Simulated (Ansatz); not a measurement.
BeO:
Space group P6₃mc (No. 186); a = b = 2.6928 Å, c = 4.3728 Å, α = β = 90.00°, γ = 120.00°

```tsv
atom	site	symmetry	x	y	z
Be	2b	3m.	0.6667	0.3333	0.4999
O	2b	3m.	0.3333	0.6667	0.3776
```

Relaxed with PBEsol. Plane-wave PAW PBEsol (Ansatz code) gives a gap of 7.51 eV.

### Question
What gap does HSE06 give on the same cell (Ansatz, PAW)?

### Answer
9.55 eV, 2.04 eV more. The hybrid was solved on a coarser mesh and at special points; its gap is the smallest among all of these.

| k | v1 PBEsol | c1 PBEsol | v1 HSE06 | c1 HSE06 |
|---|---|---|---|---|
| Γ | 0.00 | 7.51 | 0.00 | 9.55 |
| A | -0.54 | 9.77 | (withheld) | (withheld) |
| K | -2.44 | 8.90 | (withheld) | (withheld) |
| H | -1.30 | 11.47 | (withheld) | (withheld) |
| M | -0.95 | 9.62 | -1.01 | 11.70 |
| L | -1.75 | 8.87 | (withheld) | (withheld) |

### Question
Top valence (v1) and lowest conduction level (c1) in eV from each method's valence maximum (which need not be a listed point): supply the withheld HSE06 values.

### Answer

- H, v1 HSE06: -1.38
- H, c1 HSE06: 13.68
- K, v1 HSE06: -2.62
- K, c1 HSE06: 10.94
- A, v1 HSE06: -0.59
- A, c1 HSE06: 11.92
- L, v1 HSE06: -1.87
- L, c1 HSE06: 10.93

Cost on shared cores: the PBEsol run (SCF on a 12×12×6 mesh, then bands and DOS) around 11 core-seconds (rough), the HSE06 run (SCF on 9×9×5, then a few points) around 100 core-seconds (rough); the tasks are unlike.

Space group P6_3mc (wurtzite). Symmetry was held in the PBEsol relaxation; phonons on a q-mesh show no instability.

Potentials: the later of the program's two PAW sets.
